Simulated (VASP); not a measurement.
HfB2:

```
CELL_PARAMETERS angstrom
3.14000 0.00000 0.00000
-1.57000 2.71932 0.00000
0.00000 0.00000 3.48000
ATOMIC_POSITIONS crystal
Hf 0.00000 0.00000 0.00000
B 0.66667 0.33333 0.50000
B 0.33333 0.66667 0.50000
```

Base run:

* Program: VASP 6.6.1
* Functional: LDA
* Potentials or basis: VASP PAW LDA potentials, release 64 (Hf_pv, B)
* Cutoff: 520 eV
* k mesh: 10 × 10 × 8
* Occupations: fermi-dirac, width 0.05 eV
* Spin: no spin polarisation
* Hubbard terms: Hf d U = 2 eV

Its results: band gap on the k mesh none (metal or under the smearing width); pressure -4.1 GPa.

The run is repeated on the same cell with these changes: hubbard terms from Hf d U = 2 eV to Hf d U = 3 eV. What comes out?

Band gap on the k mesh none (metal or under the smearing width); pressure -1.2 GPa.

Caveats: U without spin polarisation on a metal has little footing; the U is typed as a test and isn't derived for this compound.
